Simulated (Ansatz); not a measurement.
# Every step of a relaxation of Fe (dhcp type)

DFT, PBE, PAW with Ansatz's default frozen-core files, scalar-relativistic (Ansatz 0.2.0); a Γ-centred 16×16×5 k mesh, Fermi–Dirac smearing of 0.08 eV, spin-polarised from start moments Fe1 2.5, Fe2 2.5, Fe3 2.5, Fe4 2.5 μB. The run relaxes cell and atoms at a target pressure of 140 GPa.

Command: `ansatz run input.yaml --threads 2 --pin off --max-ram 7168MiB --backend cpu --events-out ev --progress --plain --runs-dir out` It took 75 s on 2 threads of Arm Neoverse V1 (shared host), peak memory 0.48 GiB.

```yaml
crystal:
  lattice:
    - [2.261908064, 0.0, 0.0]
    - [-1.130954032, 1.9588698444, 0.0]
    - [0.0, 0.0, 7.3512012078]
  atoms:
    - { symbol: Fe, position: [0.0, 0.0, 0.0], spin: 2.5 }
    - { symbol: Fe, position: [0.0, 0.0, 0.5], spin: 2.5 }
    - { symbol: Fe, position: [0.3333333333, 0.6666666667, 0.25], spin: 2.5 }
    - { symbol: Fe, position: [0.6666666667, 0.3333333333, 0.75], spin: 2.5 }
magnetization:
  spin_polarized: true
kpoints:
  mp_grid: { grid: [16, 16, 5] }
scf:
  occupations: { method: fermi_dirac, width: 0.08 }
hamiltonian:
  xc: pbe
  pseudopotentials: { kind: paw }
output:
  forces: true
  stress: true
  eigenvalues: true
relax:
  f_tol: 0.005
  max_steps: 40
  cell: { p_target: 140.0, stress_tol: 0.07 }
```

Each step lists its enthalpy F + pV a cell above the last geometry, the pressure, the cell vectors (Å), and Cartesian positions (Å) with forces (eV/Å).

The first step:

```
step 1  dH = 115.05 meV  P = 111.1 GPa
  cell 2.2619 0.0000 0.0000  -1.1310 1.9589 0.0000  0.0000 0.0000 7.3512
  Fe 0.0000 0.0000 0.0000   0.0000 0.0000 0.0000
  Fe 0.0000 0.0000 3.6756   0.0000 0.0000 0.0000
  Fe 0.0000 1.3059 1.8378   0.0000 0.0000 0.0000
  Fe 1.1310 0.6530 5.5134   0.0000 0.0000 0.0000
```

The start moments died away, and the runs ended non-magnetic.

**Question.** Where does the relaxation end, and by which steps?

**Answer.** After 5 geometries, with conventional a, b, c = 2.239, 2.239, 7.227 Å, at 7.846 Å³/atom (-3.64 % against the start) in space group P6_3/mmc, with a shortest distance of 2.222 Å and a cell moment of 0.00 μB. The further steps:
```
step 2  dH = 7.68 meV  P = 132.6 GPa
  cell 2.2436 0.0000 0.0000  -1.1218 1.9430 0.0000  0.0000 0.0000 7.2644
  Fe 0.0000 0.0000 0.0000   0.0000 0.0000 0.0000
  Fe 0.0000 0.0000 3.6322   0.0000 0.0000 0.0000
  Fe 0.0000 1.2953 1.8161   0.0000 0.0000 0.0000
  Fe 1.1218 0.6477 5.4483   0.0000 0.0000 0.0000
step 3  dH = 0.01 meV  P = 140.4 GPa
  cell 2.2387 0.0000 0.0000  -1.1193 1.9387 0.0000  0.0000 0.0000 7.2275
  Fe 0.0000 0.0000 0.0000   0.0000 0.0000 0.0000
  Fe 0.0000 0.0000 3.6137   0.0000 0.0000 0.0000
  Fe 0.0000 1.2925 1.8069   0.0000 0.0000 0.0000
  Fe 1.1193 0.6462 5.4206   0.0000 0.0000 0.0000
step 4  dH = 0.00 meV  P = 140.0 GPa
  cell 2.2393 0.0000 0.0000  -1.1196 1.9393 0.0000  0.0000 0.0000 7.2273
  Fe 0.0000 0.0000 0.0000   0.0000 0.0000 0.0000
  Fe 0.0000 0.0000 3.6137   0.0000 0.0000 0.0000
  Fe 0.0000 1.2928 1.8068   0.0000 0.0000 0.0000
  Fe 1.1196 0.6464 5.4205   0.0000 0.0000 0.0000
step 5  dH = 0.00 meV  P = 140.0 GPa
  cell 2.2394 0.0000 0.0000  -1.1197 1.9394 0.0000  0.0000 0.0000 7.2267
  Fe 0.0000 0.0000 0.0000   0.0000 0.0000 0.0000
  Fe 0.0000 0.0000 3.6133   0.0000 0.0000 0.0000
  Fe 0.0000 1.2929 1.8067   0.0000 0.0000 0.0000
  Fe 1.1197 0.6465 5.4200   0.0000 0.0000 0.0000
step 6  dH = 1.76 meV  P = 140.0 GPa  (same geometry on a basis chosen anew; earlier energies don't compare to the last digit)
  cell 2.2394 0.0000 0.0000  -1.1197 1.9394 0.0000  0.0000 0.0000 7.2267
  Fe 0.0000 0.0000 0.0000   0.0000 0.0000 0.0000
  Fe 0.0000 0.0000 3.6133   0.0000 0.0000 0.0000
  Fe 0.0000 1.2929 1.8067   0.0000 0.0000 0.0000
  Fe 1.1197 0.6465 5.4200   0.0000 0.0000 0.0000
```
